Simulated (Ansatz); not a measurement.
**Ru: a shear that moves c along a**

The task here is to estimate one member of a computed series from the others.

Computed with Ansatz 0.2.0 (DFT PBEsol, scalar-relativistic, plane waves, PAW, unless a step's input says otherwise).

### The structure to begin with

It takes space group P6_3/mmc (No. 194, hexagonal). Conventional cell: a = 2.689 Å, b = 2.689 Å, c = 4.252 Å, α = 90.00°, β = 90.00°, γ = 120.00°. Around Ru (site symmetry -6m2) lie 12 Ru at 2.63 to 2.69 Å.

As a file:

```cif
data_structure
_symmetry_space_group_name_H-M 'P6_3/mmc'
_symmetry_Int_Tables_number 194
_cell_length_a 2.6895
_cell_length_b 2.6895
_cell_length_c 4.2519
_cell_angle_alpha 90.000
_cell_angle_beta 90.000
_cell_angle_gamma 120.000
_cell_volume 26.64
loop_
_atom_site_label
_atom_site_type_symbol
_atom_site_symmetry_multiplicity
_atom_site_Wyckoff_symbol
_atom_site_fract_x
_atom_site_fract_y
_atom_site_fract_z
_atom_site_occupancy
Ru1 Ru 2 c 0.33333 0.66667 0.25000 1
```

It goes back to an entry of the Materials Project.

It is the result of an earlier relaxation at this level (volume 13.32 Å³/atom; gap on the mesh: none (metal)).

The unstrained cell was computed beforehand with the same settings: E(σ→0) = -11633.0068 eV for 2 atoms, gap none (metal).

Set-up of the first run:

input.yaml

```yaml
crystal:
  lattice:
    - [2.6894812015, 0.0, 0.0]
    - [-1.3447406008, 2.3291590435, 0.0]
    - [0.0425194305, 0.0, 4.2519430499]
  atoms:
    - { symbol: Ru, position: [0.3333333333, 0.6666666667, 0.25] }
    - { symbol: Ru, position: [0.6666666667, 0.3333333333, 0.75] }
basis:
  ecutwfc: 420
kpoints:
  mp_grid: { grid: [24, 24, 12] }
hamiltonian:
  xc: pbesol
scf:
  occupations: { method: gaussian, width: 0.1 }
output:
  forces: true
  stress: true
  eigenvalues: true
relax:
  adjacent_minimum: "off"
  f_tol: 0.008
  max_steps: 40
```

Run with:

```bash
ansatz run input.yaml --threads 1 --pin off --max-ram 2560MiB --backend cpu --events-out ev --progress --plain --runs-dir out
```

Steps of the session up to this table: Strain +1.0 %; The cell strained by +2.0 %; The cell strained by +3.0 %; The cell strained by +4.0 %; At +6.0 %.

One of the session's tables, all rows but one given; the rest of the session is left out.

Lengths are those of the vectors of the cell that was run; stresses in GPa:

| strain (%) | ΔE (meV/atom) |
| --- | --- |
| +0.0 | 0.0 |
| +1.0 | 0.9 |
| +2.0 | 3.5 |
| +3.0 | ? |
| +4.0 | 13.8 |
| +6.0 | 30.7 |

**Question.** Estimate the row for strain (%) = +3.0.

Worked estimate for «ΔE (meV/atom)». A straight line through the neighbours (2.0, 3.5) and (4.0, 13.8) gives 3.5 + (13.8 − 3.5) × (3.0 − 2.0) / (4.0 − 2.0) = 8.7; a parabola fitted to 4 rows on both sides gives 7.8.

The run gave: ΔE (meV/atom): 7.8. In «ΔE (meV/atom)» the line misses by +0.9 and the parabola by 0.0.

ΔE is over the unstrained cell. Stress in GPa, positive in compression, on the Cartesian axes of the input. 

Limits of these values: Warnings in the runs' records: stress scf threshold loose.
